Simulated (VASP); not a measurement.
# Se (P3_121) in VASP: further runs

Runs on Se. Level: PBE. Tasks: single point.

Everything below comes from runs of VASP 6.6.1. Logs are shortened: lines on timing, memory, paths and dates and some standing lists are left out, and cuts for length are marked.

## Step 1: The crystal as given

It takes space group P3_121 (No. 152, trigonal). Conventional cell: a = 4.366 Å, b = 4.366 Å, c = 4.954 Å, α = 90.00°, β = 90.00°, γ = 120.00°. Around Se (site symmetry 2) lie 2 Se at 2.37 Å.

## Step 2: Single point, PBE, spin-orbit coupling, no magnetisation

The input, INCAR:

```
PREC = Accurate
ENCUT = 750
EDIFF = 1E-7
ISMEAR = 0
SIGMA = 0.02
LREAL = F
LASPH = T
NELM = 100
ALGO = Normal
ISIF = 2
LWAVE = F
LCHARG = F
MAGMOM = 0 0 0 0 0 0 0 0 0
LORBIT = 11
LSORBIT = T
GGA_COMPAT = F
GGA = PE
NBANDS = 34
```

The input, KPOINTS:

```
Automatic mesh
0
Gamma
  7 7 6
```

The input, POSCAR:

```
Se
1.0
    4.3662000000      0.0000000000      0.0000000000
   -2.1831000000      3.7812401180      0.0000000000
    0.0000000000      0.0000000000      4.9536000000
Se
3
Direct
    0.7746000000      0.7746000000      0.0000000000
    0.0000000000      0.2254000000      0.6666666667
    0.2254000000      0.0000000000      0.3333333333
```

Potentials or basis: VASP PAW PBE potentials, release 64 (Se).

Run with:

```bash
cat potpaw_PBE.64/Se/POTCAR > POTCAR
mpirun -np 1 vasp_ncl > vasp.out
```

OUTCAR:

```text
PREC = Accurate
   ENCUT = 750
   EDIFF = 1E-7
   ISMEAR = 0
   LREAL = F
   LASPH = T
   NELM = 100
   ISIF = 2
   LORBIT = 11
   LSORBIT = T
   GGA = PE

 Found     58 irreducible k-points:

 Following reciprocal coordinates:
            Coordinates               Weight
  0.000000  0.000000  0.000000      1.000000
  0.142857  0.000000  0.000000      6.000000
  0.285714 -0.000000  0.000000      6.000000
  0.428571  0.000000  0.000000      6.000000
  0.142857  0.142857  0.000000      3.000000
 -0.142857 -0.142857  0.000000      3.000000
   k-points           NKPTS =     58   k-points in BZ     NKDIM =     58   number of bands    NBANDS=     34
   number of dos      NEDOS =    301   number of ions     NIONS =      3
   total plane-waves  NPLWV =  76800
   dimension x,y,z NGX =    40 NGY =   40 NGZ =   48
   dimension x,y,z NGXF=    80 NGYF=   80 NGZF=   96
   ions per type =               3
   NGX,Y,Z   is equivalent  to a cutoff of  15.23, 15.23, 16.11 a.u.
   NGXF,Y,Z  is equivalent  to a cutoff of  30.46, 30.46, 32.22 a.u.
 SYSTEM =  unknown system
   PREC   = accura    normal or accurate (medium, high low for compatibility)
   ISTART =      0    job   : 0-new  1-cont  2-samecut
   ICHARG =      2    charge: 1-file 2-atom 10-const
   ISPIN  =      1    spin polarized calculation?
   LNONCOLLINEAR =      T non collinear calculations
   LSORBIT =      T    spin-orbit coupling
   LASPH  =      T    aspherical Exc in radial PAW
   ENCUT  =  750.0 eV  55.12 Ry    7.42 a.u.   9.75  9.75 11.06*2*pi/ulx,y,z
   NELM   =    100;   NELMIN=  2; NELMDL= -5     # of ELM steps
   EDIFF  = 0.1E-06   stopping-criterion for ELM
   LREAL  =      F    real-space projection
   EDIFFG = 0.1E-05   stopping-criterion for IOM
   NSW    =      0    number of steps for IOM
   IBRION =     -1    ionic relax: 0-MD 1-quasi-New 2-CG
   NFREE  =      0    steps in history (QN), initial steepest desc. (CG)
   ISIF   =      2    stress and relaxation
   ISYM   =      2    0-nonsym 1-usesym 2-fastsym
   POTIM  = 0.5000    time-step for ionic-motion
   TEBEG  =    0.0;   TEEND  =   0.0 temperature during run
   PSTRESS=    0.0 pullay stress
   NELECT =      18.0000    total number of electrons
   NUPDOWN=      -1.0000    fix difference up-down
   EMIN   =  10.00;   EMAX   =-10.00  energy-range for DOS
   EFERMI =   0.00;   METHOD = LEGACY
   ISMEAR =     0;   SIGMA  =   0.02  broadening in eV -4-tet -1-fermi 0-gaus
   EFERMI_NEDOS =   21; number of points for ismear=-14 and -15
   IALGO  =     38    algorithm
   IMIX   =      4    mixing-type and parameters
     AMIX     =   0.40;   BMIX     =  1.00
     AMIX_MAG =   1.60;   BMIX_MAG =  1.00
  volume/ion in A,a.u.               =      27.26       183.96
  Fermi-wavevector in a.u.,A,eV,Ry     =   0.988430  1.867862 13.292817  0.976995
[... 245 lines left out ...]
  in kB       23.5186865     23.5186865     42.3991509     -0.0000000      0.0000000     -0.0000000
  external PRESSURE =      29.8121746 kB  Pullay stress =       0.0000000 kB

 VOLUME and BASIS-vectors are now :
 -----------------------------------------------------------------------------
  energy-cutoff  :      750.00
  volume of cell :       81.78
      direct lattice vectors                 reciprocal lattice vectors
     4.366200000  0.000000000  0.000000000     0.229032110  0.132231751  0.000000000
    -2.183100000  3.781240118  0.000000000     0.000000000  0.264463501  0.000000000
     0.000000000  0.000000000  4.953600000     0.000000000  0.000000000  0.201873385

 POSITION                                       TOTAL-FORCE (eV/Angst)
 -----------------------------------------------------------------------------------
      1.69103      2.92895      0.00000        -0.223503     -0.387118     -0.000000
     -0.49207      0.85229      3.30240        -0.223503      0.387118     -0.000000
      0.98414      0.00000      1.65120         0.447005     -0.000000      0.000000
 -----------------------------------------------------------------------------------
    total drift:                               -0.000000     -0.000000      0.000000

  FREE ENERGIE OF THE ION-ELECTRON SYSTEM (eV)
  ---------------------------------------------------
  free  energy   TOTEN  =       -10.5376980031 eV

  energy  without entropy=      -10.5376980031  energy(sigma->0) =      -10.53769800

 Spin-Orbit-Coupling matrix elements

 Ion:    1  E_soc:     -0.0451073
 l=   1
     0.0000000    -0.0072797    -0.0075489
    -0.0072797     0.0000000    -0.0077261
    -0.0075489    -0.0077261     0.0000000
 l=   2
     0.0000000     0.0000015     0.0000000     0.0000001     0.0000026
     0.0000015     0.0000000    -0.0000029    -0.0000009     0.0000016
     0.0000000    -0.0000029     0.0000000    -0.0000010     0.0000000
     0.0000001    -0.0000009    -0.0000010     0.0000000     0.0000001
     0.0000026     0.0000016     0.0000000     0.0000001     0.0000000
 l=   3
     0.0000000     0.0000000     0.0000000     0.0000000     0.0000000     0.0000000     0.0000000
     0.0000000     0.0000000     0.0000000     0.0000000     0.0000000     0.0000000     0.0000000
     0.0000000     0.0000000     0.0000000     0.0000000     0.0000000     0.0000000     0.0000000
     0.0000000     0.0000000     0.0000000     0.0000000     0.0000000     0.0000000     0.0000000
[... 29 lines left out ...]
 l=   2
     0.0000000    -0.0000005     0.0000000     0.0000023     0.0000026
    -0.0000005     0.0000000    -0.0000001    -0.0000009    -0.0000008
     0.0000000    -0.0000001     0.0000000    -0.0000039     0.0000000
     0.0000023    -0.0000009    -0.0000039     0.0000000     0.0000023
     0.0000026    -0.0000008     0.0000000     0.0000023     0.0000000
 l=   3
     0.0000000     0.0000000     0.0000000     0.0000000     0.0000000     0.0000000     0.0000000
     0.0000000     0.0000000     0.0000000     0.0000000     0.0000000     0.0000000     0.0000000
     0.0000000     0.0000000     0.0000000     0.0000000     0.0000000     0.0000000     0.0000000
     0.0000000     0.0000000     0.0000000     0.0000000     0.0000000     0.0000000     0.0000000
     0.0000000     0.0000000     0.0000000     0.0000000     0.0000000     0.0000000     0.0000000
     0.0000000     0.0000000     0.0000000     0.0000000     0.0000000     0.0000000     0.0000000
     0.0000000     0.0000000     0.0000000     0.0000000     0.0000000     0.0000000     0.0000000

 total charge

# of ion       s       p       d       tot
------------------------------------------
    1        1.512   2.184   0.058   3.754
    2        1.512   2.184   0.058   3.754
    3        1.512   2.184   0.058   3.754
--------------------------------------------------
tot          4.537   6.552   0.174  11.263

 magnetization (x)

# of ion       s       p       d       tot
------------------------------------------
    1       -0.000   0.000   0.000   0.000
    2       -0.000   0.000   0.000   0.000
    3        0.000  -0.000  -0.000  -0.000
--------------------------------------------------
tot         -0.000  -0.000   0.000  -0.000

 magnetization (y)

# of ion       s       p       d       tot
------------------------------------------
    1       -0.000   0.000   0.000   0.000
    2        0.000  -0.000  -0.000  -0.000
    3       -0.000   0.000   0.000  -0.000
--------------------------------------------------
tot         -0.000   0.000   0.000   0.000

 magnetization (z)

# of ion       s       p       d       tot
------------------------------------------
    1        0.000   0.000   0.000   0.000
    2        0.000   0.000   0.000   0.000
    3       -0.000   0.000   0.000  -0.000
--------------------------------------------------
tot         -0.000   0.000   0.000  -0.000
```

OSZICAR:

```text
N       E                     dE             d eps       ncg     rms          rms(c)
DAV:   1     0.104578565125E+03    0.10458E+03   -0.87722E+03  3944   0.119E+03
DAV:   2    -0.120903173214E+01   -0.10579E+03   -0.99897E+02  4954   0.175E+02
DAV:   3    -0.105079245800E+02   -0.92989E+01   -0.92019E+01  5020   0.539E+01
DAV:   4    -0.106156038287E+02   -0.10768E+00   -0.10758E+00  4736   0.644E+00
DAV:   5    -0.106163071421E+02   -0.70331E-03   -0.70320E-03  4836   0.567E-01    0.706E+00
DAV:   6    -0.105580711057E+02    0.58236E-01   -0.32124E-02  4672   0.110E+00    0.437E+00
DAV:   7    -0.105376676167E+02    0.20403E-01   -0.65439E-02  4558   0.151E+00    0.882E-01
DAV:   8    -0.105378746797E+02   -0.20706E-03   -0.48243E-03  4450   0.387E-01    0.185E-01
DAV:   9    -0.105375458581E+02    0.32882E-03   -0.11592E-03  4596   0.201E-01    0.763E-02
DAV:  10    -0.105376812348E+02   -0.13538E-03   -0.28617E-04  4320   0.924E-02    0.253E-02
DAV:  11    -0.105376924842E+02   -0.11249E-04   -0.69469E-06  4834   0.167E-02    0.995E-03
DAV:  12    -0.105376970796E+02   -0.45954E-05   -0.34030E-06  4198   0.115E-02    0.434E-03
DAV:  13    -0.105376979914E+02   -0.91177E-06   -0.73996E-07  4696   0.513E-03    0.182E-03
DAV:  14    -0.105376980031E+02   -0.11776E-07   -0.21239E-07  4242   0.268E-03
   1 F= -.10537698E+02 E0= -.10537698E+02  d E =-.990140E-28  mag=    -0.0000     0.0000     0.0000
```

It took 3.8 min on 1 thread of Intel Xeon 6975P-C (Granite Rapids), shared host; peak memory 0.77 GiB.

The run converged, but some of its settings lie outside the range that counts as converged, so its numbers aren't taken as properties of the crystal.

What came out:

| Item | Value |
| --- | --- |
| Free energy | -10.5377 eV |
| Pressure | 3.0 GPa |
| Largest force | 0.447 eV/Å |
| Valence electrons inside the program's atomic spheres | Se 3.75 |

## Step 3: Single point, PBE, spin-orbit coupling, no magnetisation

Edit INCAR of step 2 so:

```diff
@@ -1,3 +1,3 @@
 PREC = Accurate
-ENCUT = 750
+ENCUT = 280
 EDIFF = 1E-7
```

The input, KPOINTS:

```
Automatic mesh
0
Gamma
  3 3 2
```

POSCAR is that of step 2.

Potentials or basis: VASP PAW PBE potentials, release 64 (Se).

Run with:

```bash
cat potpaw_PBE.64/Se/POTCAR > POTCAR
mpirun -np 1 vasp_ncl > vasp.out
```

Run time: 11 s. Hardware: 1 thread of Intel Xeon 6975P-C (Granite Rapids), shared host; peak memory 0.2 GiB.

The run converged, but some of its settings lie outside the range that counts as converged, so its numbers aren't taken as properties of the crystal.

What came out:

| Item | Value |
| --- | --- |
| Free energy | -10.4270 eV |
| Pressure | 3.3 GPa |
| Largest force | 0.622 eV/Å |
| Valence electrons inside the program's atomic spheres | Se 3.76 |

Caveat: the k mesh is coarse (spacing up to 0.63 Å⁻¹), so the values aren't converged.

## Step 4: Single point, PBE, spin-orbit coupling, no magnetisation

Edit INCAR of step 3 so:

```diff
@@ -1,3 +1,3 @@
 PREC = Accurate
-ENCUT = 280
+ENCUT = 340
 EDIFF = 1E-7
```

KPOINTS is that of step 3.

POSCAR is that of step 3.

Run with:

```bash
cat potpaw_PBE.64/Se/POTCAR > POTCAR
mpirun -np 1 vasp_ncl > vasp.out
```

Wall time 16 s (1 thread of Intel Xeon 6975P-C (Granite Rapids), shared host); peak memory 0.24 GiB.

The run converged, but some of its settings lie outside the range that counts as converged, so its numbers aren't taken as properties of the crystal.

What came out:

```yaml
Free_energy: -10.4287 eV
Pressure: 3.3 GPa
Largest_force: 0.620 eV/Å
Valence_electrons_inside_the_program's_atomic_spheres: Se 3.76
```

Caveat: the k mesh is coarse (spacing up to 0.63 Å⁻¹), so the values aren't converged.
